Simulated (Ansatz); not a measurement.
# Pd: the cost of one run

Program: Ansatz 0.2.0. Level of theory: DFT PBEsol, scalar-relativistic, plane waves, PAW. These are calculated values, not measurements.

## Step 1: The system as given

It takes space group Im-3m (No. 229, cubic). The conventional cell has a = 3.145 Å, b = 3.145 Å, c = 3.145 Å, α = 90.00°, β = 90.00°, γ = 90.00°. Pd (site symmetry m-3m) is surrounded by 8 Pd at 2.72 Å.

As a file:

```
Pd
1.0
    -1.57228    1.57228    1.57228
     1.57228   -1.57228    1.57228
     1.57228    1.57228   -1.57228
Pd
1
Direct
  0.00000 0.00000 0.00000
```

The structure comes from the Materials Project (structure only).

## Step 2: Functional and cell changed: PBEsol

The change: strain xx, yy, zz, yz, xz, xy = -0.9, -0.9, -0.9, +0.0, +0.0, +0.0 %.

The input, input.yaml:

```yaml
crystal:
  lattice:
    - [-1.5583977588, 1.5583977588, 1.5583977588]
    - [1.5583977588, -1.5583977588, 1.5583977588]
    - [1.5583977588, 1.5583977588, -1.5583977588]
  atoms:
    - { symbol: Pd, position: [0.0, 0.0, 0.0] }
basis:
  ecutwfc: 420
kpoints:
  mp_grid: { grid: [18, 18, 18] }
hamiltonian:
  xc: pbesol
scf:
  occupations: { method: gaussian, width: 0.1 }
output:
  forces: true
  stress: true
  eigenvalues: true
  populations: true
```

On the command line:

```
ansatz run input.yaml --threads 1 --pin off --max-ram 1331MiB --backend cpu --events-out ev --progress --plain --runs-dir out
```

**Question.** How long does this run take on 1 thread of an x86-64 CPU, shared host, and how much memory does it need?

About 2 s, with a peak of 0.44 GiB.
